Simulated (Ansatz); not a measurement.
Space group Pm-3m (No. 221). a = 3.891 Å, b = 3.891 Å, c = 3.891 Å, α = 90.00°, β = 90.00°, γ = 90.00°
| atom | site | symmetry | x | y | z |
| --- | --- | --- | --- | --- | --- |
| Sr | 1b | m-3m | 0.5000 | 0.5000 | 0.5000 |
| Ti | 1a | m-3m | 0.0000 | 0.0000 | 0.0000 |
| O | 3d | 4/mm.m | 0.5000 | 0.0000 | 0.0000 |

Equation of state of this SrTiO3 structure (not necessarily the ground state), with shape and atoms relaxed at each volume where symmetry leaves them free. Method: DFT PBEsol, scalar-relativistic, plane waves, PAW in Ansatz.

Plane waves to 420 eV, a k mesh through Γ of 8×8×8 on the computed 5-atom cell and Gaussian smearing (0.02 eV); no spin polarisation.

| V (Å³/atom) | E − E(largest V) (meV/atom) | P (GPa) | gap on mesh (eV) |
| --- | --- | --- | --- |
| 11.076 | 5.32 | 13.17 | 1.96 |
| 11.429 | -15.76 | 6.05 | 1.91 |
| 11.783 | -22.23 | 0.00 | 1.85 |
| 12.136 | -16.39 | -5.15 | 1.80 |
| 12.490 | 0.00 | -9.54 | 1.75 |

**Question.** Fit a third-order Birch–Murnaghan equation to E(V).

**Answer.** V0 = 11.78 Å³/atom, B0 = 186 GPa, B0' = 4.4.

Symmetry holds off the tilts and polar distortions that many cubic perovskites undergo.